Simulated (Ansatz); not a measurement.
## Sn at several levels of theory

One geometry, relaxed with PBE, and single points on it; plane waves with PAW potentials in Ansatz, scalar-relativistic unless the row names spin-orbit coupling. No spin polarisation. Meshes are on the primitive cell of 1 atom. Gaps are the least over mesh and band path; pressure is positive in compression. Smearing is Gaussian, 0.10 eV.

```cif
data_structure
_symmetry_space_group_name_H-M 'I4/mmm'
_symmetry_Int_Tables_number 139
_cell_length_a 3.4811
_cell_length_b 3.4811
_cell_length_c 4.6186
_cell_angle_alpha 90.000
_cell_angle_beta 90.000
_cell_angle_gamma 90.000
_cell_volume 55.97
loop_
_atom_site_label
_atom_site_type_symbol
_atom_site_symmetry_multiplicity
_atom_site_Wyckoff_symbol
_atom_site_fract_x
_atom_site_fract_y
_atom_site_fract_z
_atom_site_occupancy
Sn1 Sn 2 a 0.00000 0.00000 0.00000 1
```

```
level cutoff (eV) k mesh gap (eV) pressure (GPa) rough cost with bands (core-min)
  PBE          420  18×18×18         0             0.0                               0.4
```

Task: What do r2SCAN, PBE with spin-orbit coupling, PBEsol give on the same cell?

Result:
| level | cutoff (eV) | k mesh | gap (eV) | pressure (GPa) | rough cost with bands (core-min) |
| --- | --- | --- | --- | --- | --- |
| r2SCAN | 500 | 18×18×18 | 0 | -1.2 | 0.9 |
| PBE with spin-orbit coupling | 420 | 18×18×18 | 0 | 0.0 | 1 |
| PBEsol | 420 | 18×18×18 | 0 | -2.7 | 0.4 |

This form isn't the element's structure at ambient conditions.